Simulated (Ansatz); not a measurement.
Take a crystal in which Mg has been replaced by Hg on all its sites, with the cell rescaled by a rough guess (in some cases also distorted within its space group) and nothing relaxed:

```
Hg Te
1.0
     0.00000    2.91186    2.91186
     2.91186    0.00000    2.91186
     2.91186    2.91186    0.00000
Hg Te
1 1
Direct
  0.00000 0.00000 0.00000
  0.50000 0.50000 0.50000
```

All numbers below come from Ansatz, DFT PBE, scalar-relativistic, plane waves, PAW.

Plane waves to 420 eV, a k mesh through Γ of 12×12×12 on the computed 2-atom cell and Gaussian smearing (0.10 eV); no spin polarisation.

Problem. Will this cell want to expand or contract, and how hard?

Solution. The pressure is 11.4 GPa (positive in compression), so the cell would expand.

Problem. Is it a metal on this mesh?

Solution. Yes, a band crosses the Fermi level.

Problem. What is its energy against the elements in their standard states?

Solution. +0.107 eV/atom at this unrelaxed geometry, with the elements in the same functional.

Spin-orbit coupling is left out, which matters for the bands of heavy elements.

This rock-salt form isn't the usual stable structure of the compound.